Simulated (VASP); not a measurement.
# ZnSe (Stilleite) (F-43m) in VASP: a series of runs

Runs on ZnSe (Stilleite). Level: LDA. Tasks: dielectric tensor.

Program: VASP 6.6.1. These are calculated values, not measurements. Logs are shortened: lines on timing, memory, paths and dates and some standing lists are left out, and cuts for length are marked.

### 1 Starting point

It takes space group F-43m (No. 216, cubic). Conventional cell: a = 5.668 Å, b = 5.668 Å, c = 5.668 Å, α = 90.00°, β = 90.00°, γ = 90.00°. Se (site symmetry -43m) has 4 Zn at 2.45 Å as nearest neighbours. Around Zn (site symmetry -43m) lie 4 Se at 2.45 Å.

### 2 Dielectric tensor, LDA

INCAR reads:

```
ALGO = Normal ; EDIFF = 1E-8
ENCUT = 400 ; GGA = CA
ISIF = 2 ; ISMEAR = 0
LASPH = True ; LCHARG = False
LEPSILON = True ; LREAL = False
LWAVE = False ; NELM = 100
PREC = Accurate ; SIGMA = 0.01
```

KPOINTS reads:

```
k-points
0
Gamma
  5 5 5
```

POSCAR reads:

```
ZnSe
1.0
    0.0000000000      2.8338000000      2.8338000000
    2.8338000000      0.0000000000      2.8338000000
    2.8338000000      2.8338000000      0.0000000000
Se Zn
1 1
Direct
    0.7500000000      0.7500000000      0.7500000000
    0.0000000000      0.0000000000      0.0000000000
```

Potentials or basis: VASP PAW LDA potentials, release 64 (Se, Zn).

On the command line:

```
> cat potpaw_LDA.64/Se/POTCAR potpaw_LDA.64/Zn/POTCAR > POTCAR
> mpirun -np 1 vasp_std > vasp.out
```

OUTCAR:

```text
EDIFF = 1E-8
   ENCUT = 400
   GGA = CA
   ISIF = 2
   ISMEAR = 0
   LASPH = True
   LEPSILON = True
   LREAL = False
   NELM = 100
   PREC = Accurate

 Found     10 irreducible k-points:

 Following reciprocal coordinates:
            Coordinates               Weight
  0.000000  0.000000  0.000000      1.000000
  0.200000  0.000000  0.000000      8.000000
  0.400000  0.000000  0.000000      8.000000
  0.200000  0.200000  0.000000      6.000000
  0.400000  0.200000  0.000000     24.000000
 -0.400000  0.200000  0.000000     24.000000
   k-points           NKPTS =     10   k-points in BZ     NKDIM =     10   number of bands    NBANDS=     13
   number of dos      NEDOS =    301   number of ions     NIONS =      2
   total plane-waves  NPLWV =  21952
   dimension x,y,z NGX =    28 NGY =   28 NGZ =   28
   dimension x,y,z NGXF=    56 NGYF=   56 NGZF=   56
   ions per type =               1   1
   NGX,Y,Z   is equivalent  to a cutoff of  11.62, 11.62, 11.62 a.u.
   NGXF,Y,Z  is equivalent  to a cutoff of  23.23, 23.23, 23.23 a.u.
 SYSTEM =  unknown system
   PREC   = accura    normal or accurate (medium, high low for compatibility)
   ISTART =      0    job   : 0-new  1-cont  2-samecut
   ICHARG =      2    charge: 1-file 2-atom 10-const
   ISPIN  =      1    spin polarized calculation?
   LNONCOLLINEAR =      F non collinear calculations
   LSORBIT =      F    spin-orbit coupling
   LASPH  =      T    aspherical Exc in radial PAW
   ENCUT  =  400.0 eV  29.40 Ry    5.42 a.u.   6.54  6.54  6.54*2*pi/ulx,y,z
   NELM   =    100;   NELMIN=  2; NELMDL= -5     # of ELM steps
   EDIFF  = 0.1E-07   stopping-criterion for ELM
   LREAL  =      F    real-space projection
   EDIFFG = 0.1E-06   stopping-criterion for IOM
   NSW    =      0    number of steps for IOM
   IBRION =     -1    ionic relax: 0-MD 1-quasi-New 2-CG
   NFREE  =      0    steps in history (QN), initial steepest desc. (CG)
   ISIF   =      2    stress and relaxation
   ISYM   =      2    0-nonsym 1-usesym 2-fastsym
   POTIM  = 0.5000    time-step for ionic-motion
   TEBEG  =    0.0;   TEEND  =   0.0 temperature during run
   PSTRESS=    0.0 pullay stress
   NELECT =      18.0000    total number of electrons
   NUPDOWN=      -1.0000    fix difference up-down
   EMIN   =  10.00;   EMAX   =-10.00  energy-range for DOS
   EFERMI =   0.00;   METHOD = LEGACY
   ISMEAR =     0;   SIGMA  =   0.01  broadening in eV -4-tet -1-fermi 0-gaus
   EFERMI_NEDOS =   21; number of points for ismear=-14 and -15
   IALGO  =     38    algorithm
   IMIX   =      4    mixing-type and parameters
     AMIX     =   0.40;   BMIX     =  1.00
     AMIX_MAG =   1.60;   BMIX_MAG =  1.00
  volume/ion in A,a.u.               =      22.76       153.57
  Fermi-wavevector in a.u.,A,eV,Ry     =   1.201673  2.270834 19.647073  1.444019
  Thomas-Fermi vector in A             =   2.337476
   LORBIT       =      0    0 simple, 1 ext, 2 COOP (PROOUT), +10 PAW based schemes
   GGA     = CA    functional components
   LHFCALC =     F    Hartree Fock is set to
   AEXX    =    0.0000 exact exchange contribution
   IVDW    =     0    specifies the selected vdW correction
   LEPSILON=     T    determine dielectric tensor
   LRPA    =     F    only Hartree local field effects (RPA)
 non-spin polarized calculation
 Gauss-broadening in eV      SIGMA  =   0.01
  energy-cutoff  :      400.00
  volume of cell :       45.51
 maximum number of plane-waves:       869
 NGX is ok and might be reduce to    28
   NGX = 13   NGY = 13   NGZ = 13

--------------------------------------- Ionic step        1  -------------------------------------------

 number of electron      18.0000012 magnetization

 E-fermi :   1.6102     XC(G=0):  -9.6962

 val. band max:        1.5193714899   @ k =   0.0000   0.0000   0.0000
 cond. band min:       2.5798584774   @ k =   0.0000   0.0000   0.0000
 fundamental gap:      1.0604869875
 Fermi energy:         1.6101553277

 k-point     1 :       0.0000    0.0000    0.0000
  band No.  band energies     occupation
      1     -11.7699      2.00000
      2      -5.1658      2.00000
      3      -5.1658      2.00000
      4      -5.1658      2.00000
      5      -4.8074      2.00000
      6      -4.8074      2.00000
      7       1.5194      2.00000
      8       1.5194      2.00000
      9       1.5194      2.00000
     10       2.5799      0.00000
     11       7.2107      0.00000
     12       7.2107      0.00000
     13       7.2107      0.00000

 k-point     2 :       0.2000    0.0000    0.0000
  band No.  band energies     occupation
      1     -11.5236      2.00000
      2      -5.1355      2.00000
      3      -5.1301      2.00000
      4      -5.1301      2.00000
      5      -4.8086      2.00000
      6      -4.8086      2.00000
      7      -0.9235      2.00000
      8       1.1737      2.00000
      9       1.1737      2.00000
     10       4.0256      0.00000
     11       7.4529      0.00000
     12       7.7257      0.00000
     13       7.7257      0.00000

 k-point     3 :       0.4000    0.0000    0.0000
  band No.  band energies     occupation
      1     -11.0628      2.00000
      2      -5.0857      2.00000
      3      -5.0857      2.00000
      4      -4.8461      2.00000
      5      -4.7941      2.00000
      6      -4.7941      2.00000
      7      -3.2746      2.00000
      8       0.7138      2.00000
      9       0.7138      2.00000
     10       3.9373      0.00000
     11       7.8416      0.00000
     12       7.8416      0.00000
     13       9.5508      0.00000

 k-point     4 :       0.2000    0.2000    0.0000
  band No.  band energies     occupation
      1     -11.4411      2.00000
      2      -5.1766      2.00000
      3      -5.0931      2.00000
      4      -5.0931      2.00000
      5      -4.8302      2.00000
      6      -4.7906      2.00000
      7      -0.8387      2.00000
      8       0.5915      2.00000
      9       0.5915      2.00000
     10       5.0249      0.00000
     11       5.7364      0.00000
     12       8.7481      0.00000
     13       8.7481      0.00000

 k-point     5 :       0.4000    0.2000    0.0000
  band No.  band energies     occupation
      1     -11.0424      2.00000
      2      -5.1060      2.00000
      3      -5.0339      2.00000
      4      -4.9810      2.00000
      5      -4.7879      2.00000
      6      -4.7796      2.00000
      7      -2.5780      2.00000
      8      -0.2587      2.00000
      9       0.1149      2.00000
     10       5.1715      0.00000
     11       6.5963      0.00000
     12       8.4200      0.00000
     13       9.3285      0.00000

 k-point     6 :      -0.4000    0.2000    0.0000
  band No.  band energies     occupation
      1     -10.8686      2.00000
      2      -5.0709      2.00000
      3      -5.0322      2.00000
      4      -4.8331      2.00000
      5      -4.7988      2.00000
      6      -4.6237      2.00000
      7      -3.4293      2.00000
      8      -0.9103      2.00000
      9       0.2974      2.00000
     10       5.2302      0.00000
     11       7.2851      0.00000
     12       8.8520      0.00000
     13       9.6660      0.00000

 [... further k-points ...]

  FORCE on cell =-STRESS in cart. coord.  units (eV):
  Direction    XX          YY          ZZ          XY          YZ          ZX
  --------------------------------------------------------------------------------------
  -------------------------------------------------------------------------------------
  Total       -0.9214017     -0.9214017     -0.9214017      0.0000000      0.0000000     -0.0000000
  in kB      -32.4356041    -32.4356041    -32.4356041      0.0000000      0.0000000     -0.0000000
  external PRESSURE =     -32.4356041 kB  Pullay stress =       0.0000000 kB

 VOLUME and BASIS-vectors are now :
 -----------------------------------------------------------------------------
  energy-cutoff  :      400.00
  volume of cell :       45.51
      direct lattice vectors                 reciprocal lattice vectors
     0.000000000  2.833800000  2.833800000    -0.176441527  0.176441527  0.176441527
     2.833800000  0.000000000  2.833800000     0.176441527 -0.176441527  0.176441527
     2.833800000  2.833800000  0.000000000     0.176441527  0.176441527 -0.176441527

 POSITION                                       TOTAL-FORCE (eV/Angst)
 -----------------------------------------------------------------------------------
      4.25070      4.25070      4.25070         0.000000      0.000000      0.000000
      0.00000      0.00000      0.00000        -0.000000     -0.000000     -0.000000
 -----------------------------------------------------------------------------------
    total drift:                                0.000000      0.000000     -0.000000

  FREE ENERGIE OF THE ION-ELECTRON SYSTEM (eV)
  ---------------------------------------------------
  free  energy   TOTEN  =        -7.3288605019 eV

  energy  without entropy=       -7.3288605019  energy(sigma->0) =       -7.32886050

 HEAD OF MICROSCOPIC STATIC DIELECTRIC TENSOR (INDEPENDENT PARTICLE, excluding Hartree and local field effects)
 ------------------------------------------------------
          13.683622    -0.000000    -0.000000
           0.000000    13.683622     0.000000
           0.000000     0.000000    13.683622
 ------------------------------------------------------

 Free energy of the ion-electron system (eV)
  ---------------------------------------------------
  ---------------------------------------------------
  free energy    TOTEN  =        -1.59815919 eV

  energy without entropy =       -1.59815919

------------------------ aborting loop because EDIFF is reached ----------------------------------------

--------------------------------------- Ionic step        2  -------------------------------------------

------------------------ aborting loop because EDIFF is reached ----------------------------------------

--------------------------------------- Ionic step        3  -------------------------------------------

 Free energy of the ion-electron system (eV)
  ---------------------------------------------------
  ---------------------------------------------------
  free energy    TOTEN  =        -1.59814918 eV

  energy without entropy =       -1.59814918

------------------------ aborting loop because EDIFF is reached ----------------------------------------

 PIEZOELECTRIC TENSOR FIELD DIRECTION 3  (e Angst)
 -----------------------------------------------------------------------------
    -0.00084  2.48008  0.00000           (  0.00000 -0.05332  0.00000)
     2.48008 -0.00084  0.00000           ( -0.05332  0.00000  0.00000)
     0.00000  0.00000  0.00049           (  0.00000  0.00000 -0.00000)

 PIEZOELECTRIC TENSOR FIELD DIRECTION 3  (C/m^2)
 -----------------------------------------------------------------------------
    -0.00030  0.87305  0.00000
     0.87305 -0.00030  0.00000
     0.00000  0.00000  0.00017

 MACROSCOPIC STATIC DIELECTRIC TENSOR (including local field effects in DFT)
 ------------------------------------------------------
          13.179333    -0.000000    -0.000000
           0.000000    13.179333    -0.000000
           0.000000     0.000000    13.179333
 ------------------------------------------------------

 PIEZOELECTRIC TENSOR (including local field effects)  for field in x, y, z        (e  Angst)
          XX          YY          ZZ          XY          YZ          ZX
  --------------------------------------------------------------------------------
  x    -0.00000     0.00000    -0.00000     0.00000     2.52100     0.00000
  y     0.00000    -0.00000    -0.00000     0.00000    -0.00000     2.52100
  z     0.00000    -0.00000     0.00000     2.52100     0.00000     0.00000

 PIEZOELECTRIC TENSOR (including local field effects)  for field in x, y, z        (C/m^2)
          XX          YY          ZZ          XY          YZ          ZX
  --------------------------------------------------------------------------------
  x    -0.00000     0.00000    -0.00000     0.00000     0.88745     0.00000
  y     0.00000    -0.00000    -0.00000     0.00000    -0.00000     0.88745
  z     0.00000    -0.00000     0.00000     0.88745     0.00000     0.00000

 BORN EFFECTIVE CHARGES (including local field effects) (in |e|, cummulative output)
 ---------------------------------------------------------------------------------
 ion    1
    1    -2.41054     0.00000     0.00000
    2    -0.00000    -2.41054     0.00000
    3    -0.00000     0.00000    -2.41054
 ion    2
    1     2.41054     0.00000     0.00000
    2     0.00000     2.41054     0.00000
    3     0.00000     0.00000     2.41054
```

Wall time 51 s (1 thread of Intel Xeon Platinum 8488C (Sapphire Rapids), shared host); peak memory 0.16 GiB.

These settings aren't checked as converged: the numbers below hold their error.

Results:

* Band gap on the k mesh: 1.06 eV, direct
* Electronic dielectric tensor (diagonal): 13.18
* Born charges (mean of the diagonal): Se -2.41; Zn +2.41 e

### 3 Dielectric tensor, LDA

INCAR, as its differences from that of step 2:

```diff
@@ -1,3 +1,3 @@
 ALGO = Normal ; EDIFF = 1E-8
-ENCUT = 400 ; GGA = CA
+ENCUT = 300 ; GGA = CA
 ISIF = 2 ; ISMEAR = 0
```

KPOINTS reads:

```
k-points
0
Gamma
  7 7 7
```

POSCAR is that of step 2.

Potentials or basis: VASP PAW LDA potentials, release 64 (Se, Zn).

On the command line:

```
> cat potpaw_LDA.64/Se/POTCAR potpaw_LDA.64/Zn/POTCAR > POTCAR
> mpirun -np 1 vasp_std > vasp.out
```

OUTCAR:

```text
EDIFF = 1E-8
   ENCUT = 300
   GGA = CA
   ISIF = 2
   ISMEAR = 0
   LASPH = True
   LEPSILON = True
   LREAL = False
   NELM = 100
   PREC = Accurate

 Found     20 irreducible k-points:

 Following reciprocal coordinates:
            Coordinates               Weight
  0.000000  0.000000  0.000000      1.000000
  0.142857  0.000000  0.000000      8.000000
  0.285714  0.000000  0.000000      8.000000
  0.428571  0.000000  0.000000      8.000000
  0.142857  0.142857  0.000000      6.000000
  0.285714  0.142857  0.000000     24.000000
   k-points           NKPTS =     20   k-points in BZ     NKDIM =     20   number of bands    NBANDS=     13
   number of dos      NEDOS =    301   number of ions     NIONS =      2
   total plane-waves  NPLWV =  13824
   dimension x,y,z NGX =    24 NGY =   24 NGZ =   24
[... 233 lines left out ...]
     0.74905 -0.00063  0.00000
     0.00000  0.00000  0.00063

 MACROSCOPIC STATIC DIELECTRIC TENSOR (including local field effects in DFT)
 ------------------------------------------------------
           9.329675     0.000000     0.000000
          -0.000000     9.329675     0.000000
          -0.000000     0.000000     9.329675
 ------------------------------------------------------

 PIEZOELECTRIC TENSOR (including local field effects)  for field in x, y, z        (e  Angst)
          XX          YY          ZZ          XY          YZ          ZX
  --------------------------------------------------------------------------------
  x    -0.00000    -0.00000    -0.00000     0.00000     2.15181    -0.00000
  y     0.00000     0.00000    -0.00000    -0.00000     0.00000     2.15181
  z    -0.00000     0.00000    -0.00000     2.15181    -0.00000     0.00000

 PIEZOELECTRIC TENSOR (including local field effects)  for field in x, y, z        (C/m^2)
          XX          YY          ZZ          XY          YZ          ZX
  --------------------------------------------------------------------------------
  x    -0.00000    -0.00000    -0.00000     0.00000     0.75749    -0.00000
  y     0.00000     0.00000    -0.00000    -0.00000     0.00000     0.75749
  z    -0.00000     0.00000    -0.00000     0.75749    -0.00000     0.00000

 BORN EFFECTIVE CHARGES (including local field effects) (in |e|, cummulative output)
 ---------------------------------------------------------------------------------
 ion    1
    1    -2.13904    -0.00000    -0.00000
    2     0.00000    -2.13904     0.00000
    3    -0.00000    -0.00000    -2.13904
 ion    2
    1     2.13904     0.00000     0.00000
    2     0.00000     2.13904     0.00000
    3     0.00000     0.00000     2.13904
```

OSZICAR:

```text
N       E                     dE             d eps       ncg     rms          rms(c)
[... 13 lines left out ...]
RMM:   5    -0.109843687650E+01   -0.82593E-02   -0.15503E-03  2883   0.241E-01    0.263E-02
RMM:   6    -0.109915849958E+01   -0.72162E-03    0.25543E-05  2717   0.532E-02    0.138E-02
RMM:   7    -0.109946136500E+01   -0.30287E-03    0.16907E-05  2868   0.159E-02    0.191E-03
RMM:   8    -0.109948877791E+01   -0.27413E-04    0.52432E-06  2728   0.413E-03    0.950E-04
RMM:   9    -0.109948365902E+01    0.51189E-05    0.75662E-07  2987   0.130E-03    0.196E-04
RMM:  10    -0.109948686842E+01   -0.32094E-05    0.31720E-07  2345   0.338E-04    0.420E-05
RMM:  11    -0.109948746544E+01   -0.59702E-06    0.11410E-07  1860   0.125E-04    0.156E-05
RMM:  12    -0.109948701469E+01    0.45075E-06    0.93413E-09  1183   0.665E-05    0.231E-06
```

It took 43 s on 1 thread of Intel Xeon Platinum 8488C (Sapphire Rapids), shared host; peak memory 0.16 GiB.

These settings aren't checked as converged: the numbers below hold their error.

What came out:

```yaml
Band_gap_on_the_k_mesh: 1.06 eV, direct
Electronic_dielectric_tensor_diagonal: 9.33
Born_charges_mean_of_the_diagonal: Se -2.14; Zn +2.14 e
```

Caveat: the cutoff is under 1.25 times the usual one of these potentials, so pressure, stress and relaxed cells hold a basis-set (Pulay) error.

[end of part 1 of 2]
